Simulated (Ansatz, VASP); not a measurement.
## Two plane-wave programs on Ag

```xyz
1
Lattice="0.0000 2.0427 2.0427 2.0427 0.0000 2.0427 2.0427 2.0427 0.0000" Properties=species:S:1:pos:R:3 pbc="T T T"
Ag    0.0000    0.0000    0.0000
```

Alike in both runs: task single point; functional PBE; k mesh 11 × 11 × 11; occupations gaussian, width 0.026 eV; no spin polarisation.

|  | VASP | Ansatz |
| --- | --- | --- |
| version | VASP 6.6.1 | Ansatz 0.2.0 |
| potentials or method | VASP PAW PBE potentials, release 64 (Ag) | Ansatz PAW |
| plane-wave cutoff (eV) | 520 | 420 |
| valence electrons in the cell | 11 | 19 |

VASP gave:

| Property | Result |
| --- | --- |
| gap on the k mesh at the Fermi level (eV) | none |
| pressure (GPa) | 4.1 |

Question: What did Ansatz give for the same quantities?

Answer: gap on the k mesh at the Fermi level (eV): none; pressure (GPa): 4.3.

A gap of «none» marks a metal or a gap that the smearing closes. The two sets of potentials don't hold the same shells in valence.
